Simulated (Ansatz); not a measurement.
# TaN: the cost of one run

Method: DFT r2SCAN, scalar-relativistic, plane waves, PAW, in Ansatz 0.2.0.

## Step 1: The starting structure

It takes space group P-6m2 (No. 187, hexagonal). The conventional cell has a = 2.938 Å, b = 2.938 Å, c = 2.883 Å, α = 90.00°, β = 90.00°, γ = 120.00°. Around Ta (site symmetry -6m2) lie 6 N at 2.23 Å. Around N (site symmetry -6m2) lie 6 Ta at 2.23 Å.

Coordinates:

```xyz
2
Lattice="2.9380 0.0000 0.0000 -1.4690 2.5444 0.0000 0.0000 0.0000 2.8830" Properties=species:S:1:pos:R:3 pbc="T T T"
Ta    0.0000    1.6963    1.4415
N     0.0000    0.0000    0.0000
```

No relaxation comes first: the listed cell is the starting point.

## Step 2: The reference cell

The reference gives a free energy of -10331.8043 eV, pressure -0.24 GPa, largest force 0.000 eV/Å and gap on the mesh none (metal). It was computed beforehand with the settings of the runs below.

## Step 3: Next: one atom moved over a plane

Atom 2 (N) is moved by p along (0.000, 1.000, 0.000) and q along (0.000, 0.000, 1.000) (Å), all else fixed; its images in the other cells move with it. Points alike by symmetry are run once.

## Step 4: Point p = -0.200, q = -0.200

File input.yaml:

```yaml
crystal:
  lattice:
    - [2.9379988584, 0.0, 0.0]
    - [-1.4689994292, 2.5443816477, 0.0]
    - [0.0, 0.0, 2.883]
  atoms:
    - { symbol: Ta, position: [0.3333333333, 0.6666666667, 0.5] }
    - { symbol: "N", position: [-0.03930228, -0.07860456, -0.0693721818] }
basis:
  ecutwfc: 500
kpoints:
  mp_grid: { grid: [18, 18, 16] }
hamiltonian:
  xc: r2scan
scf:
  occupations: { method: gaussian, width: 0.15 }
output:
  forces: true
  stress: true
  eigenvalues: true
```

Run with:

```bash
$ ansatz run input.yaml --threads 1 --pin off --max-ram 2560MiB --backend cpu --events-out ev --progress --plain --runs-dir out
```

Q: Estimate wall time and peak memory on 1 thread of AMD EPYC 9R45 (Zen 5), shared host.

About 29 s, with a peak of 0.95 GiB.
